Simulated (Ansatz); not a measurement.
# AlNi3: tests of the settings

The task, for AlNi3: see how the set of potentials moves the results.

Method: DFT PBE, scalar-relativistic, plane waves, PAW for the base; runs at other levels say so in their headings and inputs, in Ansatz 0.2.0.

1 further run of the same task is left out (for a known fault of the program).

## Step 1: The structure to begin with

Symmetry: Fm-3m, No. 225, cubic system. The conventional cell has a = 5.604 Å, b = 5.604 Å, c = 5.604 Å, α = 90.00°, β = 90.00°, γ = 90.00°. Around Al (site symmetry m-3m) lie 8 Ni at 2.43 Å. Ni (site symmetry -43m) is surrounded by 4 Al at 2.43 Å and 4 Ni at 2.43 Å. Around Ni (site symmetry m-3m) lie 8 Ni at 2.43 Å.

Structure file:

```
Al Ni
1.0
     0.00000    2.80189    2.80189
     2.80189    0.00000    2.80189
     2.80189    2.80189    0.00000
Al Ni
1 3
Cartesian
  2.8019 2.8019 2.8019
  1.4009 1.4009 1.4009
  0.0000 0.0000 0.0000
  4.2028 4.2028 4.2028
```

The structure comes from the Materials Project (structure only); it is used as listed.

## Step 2: The base run, which the others are set against

Contents of input.yaml:

```yaml
crystal:
  lattice:
    - [0.0, 2.8018887551, 2.8018887551]
    - [2.8018887551, 0.0, 2.8018887551]
    - [2.8018887551, 2.8018887551, 0.0]
  atoms:
    - { symbol: Al, position: [0.5, 0.5, 0.5] }
    - { symbol: Ni, position: [0.25, 0.25, 0.25] }
    - { symbol: Ni, position: [0.0, 0.0, 0.0] }
    - { symbol: Ni, position: [0.75, 0.75, 0.75] }
basis:
  ecutwfc: 420
kpoints:
  mp_grid: { grid: [14, 14, 14] }
hamiltonian:
  xc: pbe
scf:
  occupations: { method: gaussian, width: 0.1 }
output:
  forces: true
  stress: true
  eigenvalues: true
  populations: true
  write_density: true
  write_potential: true
  elf: true
  volumetric_format: npy
```

Its results, from an earlier run: -4514.5311 eV/atom at zero smearing, pressure 7.11 GPa, largest force 0.000 eV/Å, no gap on the mesh, in 7 SCF cycles and 10 s.

## Step 3: Set of potentials: PAW (harder set)

Contents of input.yaml:

```yaml
crystal:
  lattice:
    - [0.0, 2.8018887551, 2.8018887551]
    - [2.8018887551, 0.0, 2.8018887551]
    - [2.8018887551, 2.8018887551, 0.0]
  atoms:
    - { symbol: Al, position: [0.5, 0.5, 0.5] }
    - { symbol: Ni, position: [0.25, 0.25, 0.25] }
    - { symbol: Ni, position: [0.0, 0.0, 0.0] }
    - { symbol: Ni, position: [0.75, 0.75, 0.75] }
basis: {}
kpoints:
  mp_grid: { grid: [14, 14, 14] }
hamiltonian:
  xc: pbe
  pseudopotentials: { kind: paw, source: ansatz }
scf:
  occupations: { method: gaussian, width: 0.1 }
output:
  forces: true
  stress: true
  eigenvalues: true
```

Started as:

```
ansatz run input.yaml --threads 1 --pin off --max-ram 2560MiB --backend cpu --events-out ev --progress --plain --runs-dir out
```

## Step 4: Set of potentials set to norm-conserving potentials

input.yaml, as its differences from that of step 3:

```diff
@@ -15,3 +15,3 @@
   xc: pbe
-  pseudopotentials: { kind: paw, source: ansatz }
+  pseudopotentials: { kind: nc }
 scf:
```

(Steps that only read results are left out.)

**Question.** What does this series show? Wanted: gap on the mesh.

The runs gave:

| quantity | value |
| --- | --- |
| gap on the mesh (eV) by set of potentials | PAW (default set): metal; PAW (harder set): metal; norm-conserving potentials: metal |

**Reading.** No run finds a gap on its mesh. The sets of potentials differ by 0.0 GPa in pressure; their total energies have different zeros and cannot be compared. Spin polarisation is off in the runs that give these values; a magnetic solution could lie lower.
